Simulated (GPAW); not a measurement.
# InP (F-43m) in GPAW: further runs

The runs below take InP through band structure, with SOGGA, PBEsol.

All numbers are computed with GPAW 26.7.0; they aren't measurements. Logs are shortened: lines on timing, memory, paths and dates and some standing lists are left out, and cuts for length are marked. The log counts tension as positive stress, the text compression.

**What was measured.**

A printed reference work, data compilation reports, for a bulk crystal of InP at 1.6 K: band gap 1.4236 eV (direct).

How close the calculation comes is told below.

### 1 Starting point

The structure is cubic, space group F-43m (No. 216). The conventional cell has a = 5.861 Å, b = 5.861 Å, c = 5.861 Å, α = 90.00°, β = 90.00°, γ = 90.00°. Around In (site symmetry -43m) lie 4 P at 2.54 Å. Around P (site symmetry -43m) lie 4 In at 2.54 Å.

### 2 Band structure, SOGGA, spin-orbit coupling, no magnetisation

The input, run.py:

```python
import numpy as np
import spglib
from ase import Atoms
from ase.dft.bandgap import bandgap
from ase.io import read, write
from ase.units import GPa
from gpaw import GPAW, PW, setup_paths
from gpaw.spinorbit import soc_eigenstates

setup_paths.insert(0, '.')

atoms = read('InP.cif')
cell, positions, numbers = spglib.find_primitive(
    (atoms.cell[:], atoms.get_scaled_positions(), atoms.numbers), symprec=1e-4)
atoms = Atoms(numbers, cell=cell, scaled_positions=positions, pbc=True)

calc = GPAW(mode=PW(600),
            xc='GGA_X_SOGGA+GGA_C_PBE_SOL',
            kpts={'size': (6, 6, 6), 'gamma': True},
            occupations={'name': 'fermi-dirac', 'width': 0.05},
            nbands=18,
            convergence={'density': 1e-05, 'energy': 1e-05},
            maxiter=150,
            txt='gpaw.txt')
atoms.calc = calc
energy = atoms.get_potential_energy()
forces = atoms.get_forces()
stress = atoms.get_stress()
calc.write('gs.gpw')
write('result.traj', atoms)
print(f'Energy: {energy:.6f} eV')
print('Forces (eV/A):')
print(forces.round(4))
print('Stress (GPa):', (stress / GPa).round(3))
print('Fermi level:', round(calc.get_fermi_level(), 4), 'eV')
print(f'Gap: {bandgap(calc)[0]:.4f} eV, direct: {bandgap(calc, direct=True)[0]:.4f} eV')

path = atoms.cell.bandpath('GXWKGLUWLK,UX', npoints=60, eps=1e-4)
bs_calc = calc.fixed_density(kpts=path, symmetry='off', nbands=30,
                             convergence={'bands': 'CBM+6.0', 'eigenstates': 1e-6}, txt='bands.txt')
bs = bs_calc.band_structure()
bs.write('bs.json')
print(f'Gap on the path: {bandgap(bs_calc)[0]:.4f} eV')

soc = soc_eigenstates(bs_calc, theta=54.7, phi=45)
np.savetxt('soc_bands.dat', soc.eigenvalues(), fmt='%.4f')
mesh = soc_eigenstates('gs.gpw', theta=54.7, phi=45)
np.savetxt('soc_mesh.dat', mesh.eigenvalues(), fmt='%.4f')
print('Fermi level with spin-orbit coupling:', round(mesh.fermi_level, 4), 'eV')
```

The input, InP.cif:

```cif
data_InP
_cell_length_a 5.86100000
_cell_length_b 5.86100000
_cell_length_c 5.86100000
_cell_angle_alpha 90.00000000
_cell_angle_beta 90.00000000
_cell_angle_gamma 90.00000000
_space_group_name_H-M_alt 'F-43m'
_space_group_name_Hall 'F -4 2 3'
_space_group_IT_number 216
loop_
_space_group_symop_operation_xyz
'x,y,z'
'y,-x,-z'
'-x,-y,z'
'-y,x,-z'
'x,-y,-z'
'y,x,z'
'-x,y,-z'
'-y,-x,z'
'z,x,y'
'-z,y,-x'
'z,-x,-y'
'-z,-y,x'
'-z,x,-y'
'z,y,x'
'-z,-x,y'
'z,-y,-x'
'y,z,x'
'-x,-z,y'
'-y,z,-x'
'x,-z,-y'
'-y,-z,x'
'x,z,y'
'y,-z,-x'
'-x,z,-y'
'x,y+1/2,z+1/2'
'y,-x+1/2,-z+1/2'
'-x,-y+1/2,z+1/2'
'-y,x+1/2,-z+1/2'
'x,-y+1/2,-z+1/2'
'y,x+1/2,z+1/2'
'-x,y+1/2,-z+1/2'
'-y,-x+1/2,z+1/2'
'z,x+1/2,y+1/2'
'-z,y+1/2,-x+1/2'
'z,-x+1/2,-y+1/2'
'-z,-y+1/2,x+1/2'
'-z,x+1/2,-y+1/2'
'z,y+1/2,x+1/2'
'-z,-x+1/2,y+1/2'
'z,-y+1/2,-x+1/2'
'y,z+1/2,x+1/2'
'-x,-z+1/2,y+1/2'
'-y,z+1/2,-x+1/2'
'x,-z+1/2,-y+1/2'
'-y,-z+1/2,x+1/2'
'x,z+1/2,y+1/2'
'y,-z+1/2,-x+1/2'
'-x,z+1/2,-y+1/2'
'x+1/2,y,z+1/2'
'y+1/2,-x,-z+1/2'
'-x+1/2,-y,z+1/2'
'-y+1/2,x,-z+1/2'
'x+1/2,-y,-z+1/2'
'y+1/2,x,z+1/2'
'-x+1/2,y,-z+1/2'
'-y+1/2,-x,z+1/2'
'z+1/2,x,y+1/2'
'-z+1/2,y,-x+1/2'
'z+1/2,-x,-y+1/2'
'-z+1/2,-y,x+1/2'
'-z+1/2,x,-y+1/2'
'z+1/2,y,x+1/2'
'-z+1/2,-x,y+1/2'
'z+1/2,-y,-x+1/2'
'y+1/2,z,x+1/2'
'-x+1/2,-z,y+1/2'
'-y+1/2,z,-x+1/2'
'x+1/2,-z,-y+1/2'
'-y+1/2,-z,x+1/2'
'x+1/2,z,y+1/2'
'y+1/2,-z,-x+1/2'
'-x+1/2,z,-y+1/2'
'x+1/2,y+1/2,z'
'y+1/2,-x+1/2,-z'
'-x+1/2,-y+1/2,z'
'-y+1/2,x+1/2,-z'
'x+1/2,-y+1/2,-z'
'y+1/2,x+1/2,z'
'-x+1/2,y+1/2,-z'
'-y+1/2,-x+1/2,z'
'z+1/2,x+1/2,y'
'-z+1/2,y+1/2,-x'
'z+1/2,-x+1/2,-y'
'-z+1/2,-y+1/2,x'
'-z+1/2,x+1/2,-y'
'z+1/2,y+1/2,x'
'-z+1/2,-x+1/2,y'
'z+1/2,-y+1/2,-x'
'y+1/2,z+1/2,x'
'-x+1/2,-z+1/2,y'
'-y+1/2,z+1/2,-x'
'x+1/2,-z+1/2,-y'
'-y+1/2,-z+1/2,x'
'x+1/2,z+1/2,y'
'y+1/2,-z+1/2,-x'
'-x+1/2,z+1/2,-y'
loop_
_atom_site_label
_atom_site_type_symbol
_atom_site_symmetry_multiplicity
_atom_site_Wyckoff_symbol
_atom_site_fract_x
_atom_site_fract_y
_atom_site_fract_z
_atom_site_occupancy
In1 In 4 a 0.0000000000 0.0000000000 0.0000000000 1
P1 P 4 c 0.2500000000 0.2500000000 0.2500000000 1
```

Potentials or basis: PAW data sets generated in the run's folder for this functional, pw.

The run is started by

```console
gpaw-setup -f GGA_X_SOGGA+GGA_C_PBE_SOL In P
OMP_NUM_THREADS=1 python run.py
```

gpaw.txt:

```text
__  _  _
 | _ |_)|_||  |
 |__||  | ||/\| - 26.7.0

Input parameters:
  mode=PW(ecut=600.0),
  convergence={'density': 1e-05, 'energy': 1e-05},
  kpts=MonkhorstPack(size=(6, 6, 6), gamma=True),
  maxiter=150,
  nbands=18,
  occupations=Occupations(name='fermi-dirac', width=0.05),
  xc=XC(name='GGA_X_SOGGA+GGA_C_PBE_SOL')

Diagonalizing LCAO Hamiltonian
Converting LCAO to pw mode

           P

       In

Atoms  # Å, Bohr magnetons
|   | symbol |        x |        y |        z |    initial magnetic moments |
|---|--------|----------|----------|----------|-----------------------------|
| 0 |     In | 0.000000 | 0.000000 | 0.000000 | ( 0.0000,  0.0000,  0.0000) |
| 1 |      P | 1.465250 | 1.465250 | 1.465250 | ( 0.0000,  0.0000,  0.0000) |

Unit cell  # Å
| periodic |        x |        y |        z |  lengths |    angles |
|----------|----------|----------|----------|----------|-----------|
|      yes | 0.000000 | 2.930500 | 2.930500 | 4.144353 | 60.000000 |
|      yes | 2.930500 | 0.000000 | 2.930500 | 4.144353 | 60.000000 |
|      yes | 2.930500 | 2.930500 | 0.000000 | 4.144353 | 60.000000 |

Number of symmetries: 24
Symmetry operations  # r_c * U_cc + t_c -> r_c
|    | kind |            matrix            |
|----|------|------------------------------|
|  0 |  E   |  1, 0, 0,  0, 1, 0,  0, 0, 1 |
|  1 |  σ   |  1, 0, 0,  0, 0, 1,  0, 1, 0 |
|  2 |  σ   |  1, 0,-1,  0, 1,-1,  0, 0,-1 |
|  3 |  C3  |  1, 0,-1,  0, 0,-1,  0, 1,-1 |
|  4 |  C3  |  1,-1, 0,  0,-1, 1,  0,-1, 0 |
|  5 |  σ   |  1,-1, 0,  0,-1, 0,  0,-1, 1 |
|  6 |  σ   |  0, 1, 0,  1, 0, 0,  0, 0, 1 |
|  7 |  C3  |  0, 1, 0,  0, 0, 1,  1, 0, 0 |
|  8 |  C2  |  0, 1,-1,  1, 0,-1,  0, 0,-1 |
|  9 |  S4  |  0, 1,-1,  0, 0,-1,  1, 0,-1 |
| 10 |  C3  |  0, 0, 1,  1, 0, 0,  0, 1, 0 |
| 11 |  σ   |  0, 0, 1,  0, 1, 0,  1, 0, 0 |
| 12 |  S4  |  0, 0,-1,  1, 0,-1,  0, 1,-1 |
| 13 |  C3  |  0, 0,-1,  0, 1,-1,  1, 0,-1 |
| 14 |  S4  |  0,-1, 1,  1,-1, 0,  0,-1, 0 |
| 15 |  C2  |  0,-1, 1,  0,-1, 0,  1,-1, 0 |
| 16 |  C3  |  0,-1, 0,  1,-1, 0,  0,-1, 1 |
| 17 |  S4  |  0,-1, 0,  0,-1, 1,  1,-1, 0 |
| 18 |  S4  | -1, 1, 0, -1, 0, 1, -1, 0, 0 |
| 19 |  C3  | -1, 1, 0, -1, 0, 0, -1, 0, 1 |
| 20 |  C3  | -1, 0, 1, -1, 1, 0, -1, 0, 0 |
| 21 |  S4  | -1, 0, 1, -1, 0, 0, -1, 1, 0 |
| 22 |  σ   | -1, 0, 0, -1, 1, 0, -1, 0, 1 |
| 23 |  C2  | -1, 0, 0, -1, 0, 1, -1, 1, 0 |

BZ-sampling:
  Number of BZ points: 216
  Number of IBZ points: 16

  Monkhorst-Pack size: [6, 6, 6]
  Monkhorst-Pack shift: [0.08333333333333333, 0.08333333333333333, 0.08333333333333333]

K-points  # in reciprocal-cell coordinates
|     |                                coordinates |     weight |
|-----|--------------------------------------------|------------|
|   0 | (  0.00000000,   0.00000000,   0.00000000) | 0.00462963 |
|   1 | (  0.16666667,   0.16666667,   0.00000000) | 0.02777778 |
|   2 | (  0.16666667,   0.16666667,   0.16666667) | 0.03703704 |
|   3 | (  0.33333333,   0.16666667,   0.16666667) | 0.05555556 |
|   4 | (  0.33333333,   0.33333333,  -0.33333333) | 0.05555556 |
|   5 | (  0.33333333,   0.33333333,   0.00000000) | 0.02777778 |
|   6 | (  0.33333333,   0.33333333,   0.16666667) | 0.11111111 |
|   7 | (  0.33333333,   0.33333333,   0.33333333) | 0.03703704 |
|   8 | (  0.50000000,   0.33333333,  -0.33333333) | 0.11111111 |
|   9 | (  0.50000000,   0.33333333,  -0.16666667) | 0.05555556 |
| ... |                                            |            |
|  15 | (  0.50000000,   0.50000000,   0.50000000) | 0.01851852 |

Plane wave coefficients: 1694
Cutoff: 600.0 eV

Spin-components: 1 (collinear spins)
Bands:           18
Projectors:      11
Spin-degeneracy: 2
Datatype:        complex128

Parallelization:
  kpt:    1
  domain: 1
  band:   1

Density:
  Valence electrons: 18.0
  Components: 1
  Grid points: [24 24 24]
  Charge: 0.0  # |e|

Potential:
  Grid points: [24 24 24]

species:
  In:
    name:    Indium
    Z:       49.0
    valence: 13
    core:    36
    charge:  0.0  # [|e|]
    compensation charges:
      type: gauss
      rc: 0.36  # [Å]
      lmax: 2
    cutoffs:
      filter: 2.09  # [Å]
      core: 2.48  # [Å]
    projectors
    | kind |    occ | energy [eV] | rcut [Å] |
    |------|--------|-------------|----------|
    |   5s |  2.000 |      -8.261 |    1.185 |
    |   5p |  1.000 |      -2.536 |    1.244 |
    |   4d | 10.000 |     -18.608 |    1.148 |
    |    s |        |      18.951 |    1.185 |
    |    p |        |      24.676 |    1.244 |
    |    d |        |       8.604 |    1.148 |

    Using partial waves for In as LCAO basis

  P:
    name:    Phosphorus
    Z:       15.0
    valence: 5
    core:    10
    charge:  0.0  # [|e|]
    compensation charges:
      type: gauss
      rc: 0.30  # [Å]
      lmax: 2
    cutoffs:
      filter: 1.69  # [Å]
      core: 1.81  # [Å]
    projectors
    | kind |    occ | energy [eV] | rcut [Å] |
    |------|--------|-------------|----------|
    |   3s |  2.000 |     -13.925 |    0.953 |
    |   3p |  3.000 |      -5.488 |    0.953 |
    |    s |        |      13.287 |    0.953 |
    |    p |        |      21.723 |    0.953 |
    |    d |        |       0.000 |    0.953 |

    Using partial waves for P as LCAO basis

Reference energy: -169188.703932  # eV

eigensolver:
  PPCG
  Converge bands: occupied
  niter=2

density mixing:
  MSR1-Mixer
  Pratt-step length: 0.05
  Maximum mixing coefficient: 0.75
  Old densities: 10
  SVD Regularization: 0.005
  Good broyden scale: 1.0
  Trust region scale: 1.0
  Backstep threshold: 4.0
  History deletion threshold: 6.0
  Fourier metric: weight=20.0, sigma=0.015

occupation numbers:
  Fermi-Dirac:
    width: 0.0500  # eV

poisson solver:
  ecut: 4800.0  # eV

xc functional:
  name: GGA_X_SOGGA+GGA_C_PBE_SOL with 2 nearest neighbor stencil

convergence criteria:
[... 6 lines left out ...]
|iter     | |      energy | eigst |  dens |
|---------|-|-------------|-------|-------|
|iter:   1| |   -9.813945 | -0.27 |       |
|iter:   2| |   -9.741388 | -2.21 | -1.13 |
|iter:   3| |   -9.460444 | -1.81 | -1.17 |
|iter:   4| |   -9.457062 | -3.27 | -1.76 |
|iter:   5| |   -9.456703 | -4.06 | -2.29 |
|iter:   6| |   -9.456728 | -5.49 | -3.07 |
|iter:   7| |   -9.456731c| -6.52 | -3.59 |
|iter:   8| |   -9.456731c| -8.29c| -4.63 |
|iter:   9| |   -9.456731c| -8.63c| -5.39c|

Converged in 9 steps
Energy contributions relative to reference atoms: (reference = -169188.703932)

Energy contributions:
  Kinetic:          20.074089
  Coulomb:         -18.500164
  Zero:              0.122617
  External:          0.000000
  Xc:              -11.153259
  Entropy:          -0.000028
  Spinorbit:         0.000000
  ----------------------------
  Free energy:      -9.456745
  Extrapolated:     -9.456731

dipole moment: (-22.547782, -22.547782, -22.547782)  # |e|*Ang

Fermi level: 5.146
Eigenvalues  # (at kpt = [0.000, 0.000, 0.000])
| band index |      eig [eV] | occ [0-2] |
|------------|---------------|-----------|
|          0 |        -9.262 |     2.000 |
|          1 |        -9.262 |     2.000 |
|          2 |        -9.262 |     2.000 |
|          3 |        -9.106 |     2.000 |
|          4 |        -9.106 |     2.000 |
|          5 |        -6.735 |     2.000 |
[... 10 lines left out ...]
|         16 |        15.864 |     0.000 |
|         17 |        15.864 |     0.000 |

Gap: 0.600 eV
Transition (v -> c):
  (s=0, k=0, n=8, [0.00, 0.00, 0.00]) -> (s=0, k=0, n=9, [0.00, 0.00, 0.00])
No difference between direct/indirect transitions

Forces  # eV/Ang
|        x |        y |        z |
|----------|----------|----------|
|  0.00000 | -0.00000 | -0.00000 |  # In   0
| -0.00000 | -0.00000 | -0.00000 |  # P    1

Stress tensor  # eV/Ang^3
|         x |         y |         z |
|-----------|-----------|-----------|
| -0.001486 | -0.000000 |  0.000000 |
| -0.000000 | -0.001486 |  0.000000 |
|  0.000000 |  0.000000 | -0.001486 |

# Writing to gs.gpw (mode='')
```

It took 40 s on 1 thread of Arm Neoverse V1, shared host; peak memory 0.26 GiB.

Results:

| Quantity | Value |
| --- | --- |
| Free energy | -9.4567 eV |
| Pressure | 0.2 GPa |
| Band gap on the k mesh | 0.57 eV, direct |
| Band gap along the path | 0.57 eV, direct |

Levels at the corners of the path, in eV from the valence-band top:
| point | band 15 | band 16 | band 17 | band 18 | band 19 | band 20 | band 21 | band 22 |
| --- | --- | --- | --- | --- | --- | --- | --- | --- |
| Γ | 0.00 | 0.00 | 0.00 | 0.00 | 0.57 | 0.57 | 3.61 | 3.61 |
| X | -2.46 | -2.46 | -2.35 | -2.35 | 1.58 | 1.58 | 2.13 | 2.13 |
| W | -3.15 | -3.05 | -2.99 | -2.95 | 4.15 | 4.15 | 4.29 | 4.31 |
| K | -3.47 | -3.37 | -2.02 | -2.01 | 2.20 | 2.21 | 4.26 | 4.28 |
| Γ | 0.00 | 0.00 | 0.00 | 0.00 | 0.57 | 0.57 | 3.61 | 3.61 |
| L | -1.09 | -1.09 | -0.97 | -0.97 | 1.36 | 1.36 | 4.58 | 4.58 |
| U | -3.47 | -3.37 | -2.02 | -2.01 | 2.20 | 2.21 | 4.26 | 4.28 |
| W | -3.15 | -3.05 | -2.99 | -2.95 | 4.15 | 4.15 | 4.29 | 4.31 |
| L | -1.09 | -1.09 | -0.97 | -0.97 | 1.36 | 1.36 | 4.58 | 4.58 |
| K | -3.47 | -3.37 | -2.02 | -2.01 | 2.20 | 2.21 | 4.26 | 4.28 |
| U | -3.47 | -3.37 | -2.02 | -2.01 | 2.20 | 2.21 | 4.26 | 4.28 |
| X | -2.46 | -2.46 | -2.35 | -2.35 | 1.58 | 1.58 | 2.13 | 2.13 |

Caveat: spin-orbit coupling was added after a scalar SCF, so levels and gaps hold it while energy, forces, pressure and moments don't; this program's spin-orbit splittings come out too wide for heavy elements.

### 3 Band structure, PBEsol, spin-orbit coupling, no magnetisation

Edit run.py of step 2 so:

```diff
@@ -1,6 +1,5 @@
 import numpy as np
-import spglib
-from ase import Atoms
 from ase.dft.bandgap import bandgap
-from ase.io import read, write
+from ase.io import write
+from ase.spacegroup import crystal
 from ase.units import GPa
@@ -11,9 +10,13 @@
 
-atoms = read('InP.cif')
-cell, positions, numbers = spglib.find_primitive(
-    (atoms.cell[:], atoms.get_scaled_positions(), atoms.numbers), symprec=1e-4)
-atoms = Atoms(numbers, cell=cell, scaled_positions=positions, pbc=True)
+# In 4a
+# P 4c
+atoms = crystal(['In', 'P'],
+                basis=[[0.0, 0.0, 0.0],
+                       [0.25, 0.25, 0.25]],
+                spacegroup=216, setting=1,  # F-43m
+                cellpar=[5.861, 5.861, 5.861, 90.0, 90.0, 90.0],
+                primitive_cell=True)
 
 calc = GPAW(mode=PW(600),
-            xc='GGA_X_SOGGA+GGA_C_PBE_SOL',
+            xc='PBEsol',
             kpts={'size': (6, 6, 6), 'gamma': True},
@@ -37,3 +40,3 @@
 
-path = atoms.cell.bandpath('GXWKGLUWLK,UX', npoints=60, eps=1e-4)
+path = atoms.cell.bandpath('GXWKGLUWLK,UX', npoints=80, eps=1e-4)
 bs_calc = calc.fixed_density(kpts=path, symmetry='off', nbands=30,
```

Potentials or basis: PAW data sets generated in the run's folder for this functional, pw.

The run is started by

```console
gpaw-setup -f PBEsol In P
OMP_NUM_THREADS=1 python run.py
```

Wall time 49 s (1 thread of Arm Neoverse V1, shared host); peak memory 0.29 GiB.

It converged, with:

```
Free energy             : -9.3698 eV
Pressure                : 0.4 GPa
Band gap on the k mesh  : 0.58 eV, direct
Band gap along the path : 0.58 eV, direct
```

Levels at the corners of the path, in eV from the valence-band top:
```tsv
point	band 15	band 16	band 17	band 18	band 19	band 20	band 21	band 22
Γ	0.00	0.00	0.00	0.00	0.58	0.58	3.61	3.61
X	-2.46	-2.46	-2.35	-2.35	1.59	1.59	2.14	2.14
W	-3.15	-3.05	-2.99	-2.95	4.16	4.16	4.29	4.32
K	-3.46	-3.36	-2.02	-2.01	2.21	2.21	4.27	4.29
Γ	0.00	0.00	0.00	0.00	0.58	0.58	3.61	3.61
L	-1.09	-1.09	-0.97	-0.97	1.36	1.36	4.58	4.59
U	-3.46	-3.36	-2.02	-2.01	2.21	2.21	4.27	4.29
W	-3.15	-3.05	-2.99	-2.95	4.16	4.16	4.29	4.32
L	-1.09	-1.09	-0.97	-0.97	1.36	1.36	4.58	4.59
K	-3.46	-3.36	-2.02	-2.01	2.21	2.21	4.27	4.29
U	-3.46	-3.36	-2.02	-2.01	2.21	2.21	4.27	4.29
X	-2.46	-2.46	-2.35	-2.35	1.59	1.59	2.14	2.14
```

Caveat: spin-orbit coupling was added after a scalar SCF, so levels and gaps hold it while energy, forces, pressure and moments don't; this program's spin-orbit splittings come out too wide for heavy elements.

### 4 Comparison with measurements

Step 2. Against the measured gap of InP, 1.4236 eV (direct; 1.6 K; a printed reference work, data compilation), the calculated 0.57 eV is off by -0.86 eV. The value is that of SOGGA, without temperature or zero-point motion.

Step 3. Measured gap of InP: 1.4236 eV (direct; 1.6 K; a printed reference work, data compilation). This calculation gives 0.58 eV (-0.85 eV). The value is that of PBEsol, without temperature or zero-point motion. Semilocal functionals fall short of measured gaps as a rule.
